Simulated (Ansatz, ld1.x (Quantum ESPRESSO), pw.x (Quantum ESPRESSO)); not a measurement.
## What a changed setting does to a pw.x run (diamond Rb)

Potential: norm-conserving Troullier–Martins (Kleinman–Bylander form), ld1.x (Quantum ESPRESSO) 7.5, PBE; core [Kr], reference 5s1 5p0; waves: 5p (bound, empty): rc 5.52 bohr; 4d channel at 0.25 Ry: rc 3.20 bohr; 5s (bound): rc 3.60 bohr; local part: the s channel; core correction: Bessel-smoothed model core inside 1.75 bohr.

The reference run (k-mesh 8³, cutoffs 50/200 Ry, Fermi–Dirac 0.01 Ry, mixing_beta 0.4, conv_thr 1e-9, no spin) gives -0.01 GPa at 141.711 Å³/atom, where all-electron LAPW gives -0.00 GPa. This run, with its own iteration cap, changes mixing_beta to 0.05.

```
&control
  calculation='scf', prefix='x', pseudo_dir='./', outdir='./tmp', tstress=.true., disk_io='none'
/
&system
  ibrav=0, nat=2, ntyp=1, ecutwfc=50, ecutrho=200, nbnd=8,
  occupations='smearing', smearing='fd', degauss=0.01
/
&electrons
  conv_thr=1e-09, mixing_beta=0.05, electron_maxstep=70
/
ATOMIC_SPECIES
Rb 1.0 Rb.UPF
CELL_PARAMETERS angstrom
  0.00000000 5.21356174 5.21356174
  5.21356174 0.00000000 5.21356174
  5.21356174 5.21356174 0.00000000
ATOMIC_POSITIONS crystal
Rb 0.0000 0.0000 0.0000
Rb 0.2500 0.2500 0.2500
K_POINTS automatic
8 8 8 0 0 0
```

```bash
pw.x < Rb.scf.in > Rb.scf.out
```

Task: How does the run end?

Result: It converges in 9 iterations; the free energy moves by +0.0 meV/atom and the pressure by +0.00 GPa. The result is that of the reference run.

```
Message from routine setup:
     using ibrav=0 with symmetry is DISCOURAGED, use correct ibrav instead
     lattice parameter (alat)  =      13.9331  a.u.
     unit-cell volume          =    1912.6265 (a.u.)^3
     number of electrons       =         2.00
     number of Kohn-Sham states=            8
     kinetic-energy cutoff     =      50.0000  Ry
     charge density cutoff     =     200.0000  Ry
     scf convergence threshold =      1.0E-09
     Exchange-correlation= PBE
     number of k points=    29  Fermi-Dirac smearing, width (Ry)=  0.0100
     iteration #  1     ecut=    50.00 Ry     beta= 0.05
     c_bands:  1 eigenvalues not converged
     c_bands:  1 eigenvalues not converged
     total energy              =     -25.04092702 Ry
     estimated scf accuracy    <       0.00077309 Ry
     iteration #  2     ecut=    50.00 Ry     beta= 0.05
     total energy              =     -25.04094959 Ry
     estimated scf accuracy    <       0.00068490 Ry
     iteration #  3     ecut=    50.00 Ry     beta= 0.05
     total energy              =     -25.04098594 Ry
     estimated scf accuracy    <       0.00001203 Ry
     iteration #  4     ecut=    50.00 Ry     beta= 0.05
     total energy              =     -25.04100233 Ry
     estimated scf accuracy    <       0.00000605 Ry
     iteration #  5     ecut=    50.00 Ry     beta= 0.05
     total energy              =     -25.04100345 Ry
     estimated scf accuracy    <       0.00000575 Ry
     iteration #  6     ecut=    50.00 Ry     beta= 0.05
     total energy              =     -25.04100398 Ry
     estimated scf accuracy    <       0.00000011 Ry
     iteration #  7     ecut=    50.00 Ry     beta= 0.05
     total energy              =     -25.04100412 Ry
     estimated scf accuracy    <          4.3E-09 Ry
     iteration #  8     ecut=    50.00 Ry     beta= 0.05
     total energy              =     -25.04100413 Ry
     estimated scf accuracy    <          4.7E-09 Ry
     iteration #  9     ecut=    50.00 Ry     beta= 0.05
     the Fermi energy is    -1.0117 ev
!    total energy              =     -25.04100413 Ry
     estimated scf accuracy    <          6.8E-10 Ry
     smearing contrib. (-TS)   =      -0.00781386 Ry
     The total energy is F=E-TS. E is the sum of the following terms:
     one-electron contribution =       0.38361006 Ry
     hartree contribution      =       0.00897403 Ry
     xc contribution           =     -24.87901364 Ry
     ewald contribution        =      -0.54676073 Ry
     convergence has been achieved in   9 iterations
          total   stress  (Ry/bohr**3)                   (kbar)     P=       -0.08
     Message from routine punch:
     Nothing written, as per user request (disk_io='none')
```

The run took about 35 s on one core of a shared host (AMD EPYC 9R45 96-Core Processor, 96 threads, 376 GiB, load 60).
